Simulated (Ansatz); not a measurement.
**Two Ansatz runs on Ga**

The structure comes from a relaxation in the same program, started in the hcp type, and has space group P6_3/mmc. Whether it is a known phase or the ground state wasn't checked.

First run: DFT, PBE, all-electron PAW with datasets made for the crystal, scalar-relativistic (Ansatz 0.2.0).

Command: `ansatz run input.yaml --threads 1 --pin off --max-ram 2048MiB --backend cpu --events-out ev --progress --plain --runs-dir out` The run took 59 s on 1 thread of Intel(R) Xeon(R) Platinum 8259CL CPU @ 2.50GHz (Skylake/Cascade Lake), on a shared host.

```yaml
crystal:
  lattice:
    - [3.0110321222, 0.0, 0.0]
    - [-1.5055160611, 2.6076303094, 0.0]
    - [0.0, 0.0, 4.8660975386]
  atoms:
    - { symbol: Ga, position: [0.3333333333, 0.6666666667, 0.25] }
    - { symbol: Ga, position: [0.6666666667, 0.3333333333, 0.75] }
kpoints:
  mp_grid: { grid: [18, 18, 10] }
  band_path:
    path:
      - [0.0, 0.0, 0.0]
      - [0.5, 0.0, 0.0]
      - [0.3333333333, 0.3333333333, 0.0]
      - [0.0, 0.0, 0.0]
      - [0.0, 0.0, 0.5]
      - [0.5, 0.0, 0.5]
      - [0.3333333333, 0.3333333333, 0.5]
      - [0.0, 0.0, 0.5]
      - [0.5, 0.0, 0.5]
    npoints: 8
scf:
  occupations: { method: fermi_dirac, width: 0.05 }
hamiltonian:
  xc: pbe
  pseudopotentials: { kind: all_electron, datasets: crystal }
output:
  forces: true
  stress: true
  eigenvalues: true
  efg: { contact_densities: true }
```

Result: converged; pressure -0.02 GPa; no gap on the k mesh; 9 SCF iterations.

A second input differs as follows:

```diff
@@ -23,4 +23,5 @@
 scf:
   occupations: { method: fermi_dirac, width: 0.05 }
+  max_iter: 80
 hamiltonian:
   xc: pbe
@@ -31,3 +32,4 @@
   eigenvalues: true
   efg: { contact_densities: true }
+ecutwfc: 60
```

Question: What is wrong with it, and what does the program do?

Answer: The fault is a keyword of another program. The run refused before any iteration. The log ends:
```
  --> <input>:34:1
   |
32 |   eigenvalues: true
33 |   efg: { contact_densities: true }
34 | ecutwfc: 60
   | ^ unknown field `ecutwfc`, expected one of crystal, accuracy, basis, kpoints, hamiltonian, magnetization, projection, total_charge, correlation, batch, efield, external_charges, scf, relax, neb, saddle, md, ramp, phonons, dielectric, real_time, elastic, magnetic_configurations, gw, evaluate, workflow, output, checkpoint, execution
```
